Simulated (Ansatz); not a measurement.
Se, DFT, PBE, all-electron PAW with datasets made for the crystal, scalar-relativistic (Ansatz 0.2.0), run on 1 thread of Intel(R) Xeon(R) 6975P-C (Granite Rapids) on a shared host.

The cell comes from COD entry 9008579, which wasn't checked; take it as a given geometry. The listed cell was then made from it by scaling, straining or moving an atom.

Command: `ansatz run input.yaml --threads 1 --pin off --max-ram 4096MiB --backend cpu --events-out ev --progress --plain --runs-dir out`

```yaml
crystal:
  lattice:
    - [4.3551696776, 0.0435516968, 0.0435516968]
    - [-2.139867963, 3.7499117302, 0.0159410274]
    - [0.0494945, 0.0494945, 4.94945]
  atoms:
    - { symbol: Se, position: [0.217, 0.0, 0.1666666667] }
    - { symbol: Se, position: [0.0, 0.217, 0.8333333333] }
    - { symbol: Se, position: [0.783, 0.783, 0.5] }
kpoints:
  mp_grid: { grid: [8, 8, 6] }
scf:
  occupations: { method: fermi_dirac, width: 0.03 }
hamiltonian:
  xc: pbe
  pseudopotentials: { kind: all_electron, datasets: crystal }
output:
  forces: true
  stress: true
  eigenvalues: true
  efg: { contact_densities: true }
```

Q: How large is the problem that the program sets up?

A: 196 irreducible k-points, 531 plane waves at Γ, 13 bands.

Q: Estimate the wall time and the peak memory.

A: 18 s of wall time for 8 SCF iterations, with a peak of 0.82 GiB. Times on shared machines scatter by tens of per cent.

Q: And the same cell and mesh by frozen-core PAW, asked for forces, stress, eigenvalues, efg, on the same hardware?

A: 16 s, peak memory 0.6 GiB.
